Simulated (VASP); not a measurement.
Here is a VASP 6.6.1 calculation.

File INCAR:

```
SYSTEM = MgO
PREC = Accurate
ENCUT = 520
EDIFF = 1E-6
ISMEAR = 0
SIGMA = 0.03
LREAL = .FALSE.
LASPH = .TRUE.
NELM = 80
ALGO = Normal
ISIF = 2
LWAVE = .FALSE.
LCHARG = .FALSE.
METAGGA = R2SCAN
LMIXTAU = .TRUE.
NBANDS = 11
```

The input KPOINTS:

```
regular mesh
0
G
  12 12 12
  0 0 0
```

POSCAR

```
MgO                                     
1.0
    0.0000000000      2.1039232588      2.1039232588
    2.1039232588      0.0000000000      2.1039232588
    2.1039232588      2.1039232588      0.0000000000
  Mg              O             
     1     1
Direct
     0.0000000000000000    0.0000000000000000    0.0000000000000000
     0.5000000000000000    0.5000000000000000    0.5000000000000000
```

KPOINTS_OPT

```
explicit points
302
Reciprocal
 0.0000000000  0.0000000000  0.0000000000 1
 0.0263157895  0.0000000000  0.0263157895 1
 0.0526315789  0.0000000000  0.0526315789 1
 0.0789473684  0.0000000000  0.0789473684 1
 0.1052631579  0.0000000000  0.1052631579 1
 0.1315789474  0.0000000000  0.1315789474 1
[... 294 lines left out ...]
 0.4916948600  0.0083051400  0.5000000000 1
 0.5083051400 -0.0083051400  0.5000000000 1
```

Potentials or basis: VASP PAW PBE potentials, release 64 (Mg, O).

The run is started by

```bash
$ cat potpaw_PBE.64/Mg/POTCAR potpaw_PBE.64/O/POTCAR > POTCAR
$ mpirun -np 1 vasp_std > vasp.out
```

Q: Predict the band gap along the path.

A: 5.63 eV, direct.

Q: Predict the band gap on the k mesh.

A: 5.63 eV, direct.

Q: What does it give for the pressure?

A: -1.6 GPa.

Levels at the corners of the path, in eV from the valence-band top:
```csv
point,band 1,band 2,band 3,band 4,band 5,band 6,band 7,band 8
Γ,-18.22,0.00,0.00,0.00,5.63,16.85,16.85,16.85
X,-16.71,-4.11,-1.38,-1.38,10.04,11.09,14.32,20.42
X,-16.71,-4.11,-1.38,-1.38,10.04,11.09,14.32,20.42
W,-16.66,-2.97,-2.97,-1.78,12.72,12.72,13.39,16.69
W,-16.66,-2.97,-2.97,-1.78,12.72,12.72,13.39,16.69
K,-16.69,-3.52,-2.72,-1.17,11.07,12.96,13.69,19.47
K,-16.69,-3.52,-2.72,-1.17,11.07,12.96,13.69,19.47
Γ,-18.22,0.00,0.00,0.00,5.63,16.85,16.85,16.85
Γ,-18.22,0.00,0.00,0.00,5.63,16.85,16.85,16.85
L,-16.96,-4.62,-0.68,-0.68,8.82,13.84,17.45,17.45
L,-16.96,-4.62,-0.68,-0.68,8.82,13.84,17.45,17.45
U,-16.69,-3.52,-2.72,-1.17,11.07,12.96,13.69,19.47
U,-16.69,-3.52,-2.72,-1.17,11.07,12.96,13.69,19.47
W,-16.66,-2.97,-2.97,-1.78,12.72,12.72,13.39,16.69
W,-16.66,-2.97,-2.97,-1.78,12.72,12.72,13.39,16.69
L,-16.96,-4.62,-0.68,-0.68,8.82,13.84,17.45,17.45
L,-16.96,-4.62,-0.68,-0.68,8.82,13.84,17.45,17.45
K,-16.69,-3.52,-2.72,-1.17,11.07,12.96,13.69,19.47
U,-16.69,-3.52,-2.72,-1.17,11.07,12.96,13.69,19.47
X,-16.71,-4.11,-1.38,-1.38,10.04,11.09,14.32,20.42
```

Caveat: the PAW data sets were made with another functional, which shifts forces and pressure a little.

**Experimental background.**

“Electronic structure of alkaline earth and post-transition metal oxides”, 2009, arxiv:0908.1581 quotes, for a bulk crystal of MgO: band gap 7.83 eV.

Measured gap of MgO: 7.83 eV (quoted in “Electronic structure of alkaline earth and post-transition metal oxides”, 2009, arxiv:0908.1581). This calculation gives 5.63 eV (-2.20 eV). The value is that of r2SCAN, without temperature or zero-point motion.
